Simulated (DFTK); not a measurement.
AgCl (Chlorargyrite):

```
Ag Cl
1.0
     0.00000    2.73500    2.73500
     2.73500    0.00000    2.73500
     2.73500    2.73500    0.00000
Ag Cl
1 1
Direct
  0.00000 0.00000 0.00000
  0.50000 0.50000 0.50000
```

Base run:

- Program: DFTK 0.8.2
- Functional: PBE
- Potentials or basis: SPMS 1.0 (PBE)
- Cutoff: 816 eV
- k mesh: 8 × 8 × 8
- Occupations: fermi-dirac, width 0.05 eV
- Spin: no spin polarisation

Its results: band gap on the k mesh 0.91 eV, indirect (least direct gap 3.33 eV).

**Question.** The run is repeated on the same cell with these changes: functional from PBE to PBEsol; potentials or basis from SPMS 1.0 (PBE) to dojo.nc.sr.pbesol.v0_4_1.standard.upf (PBEsol); cutoff from 816 eV to 1116 eV. What comes out?

**Answer.** Band gap on the k mesh 0.73 eV, indirect (least direct gap 3.18 eV).

Not every run made on this cell is shown here.
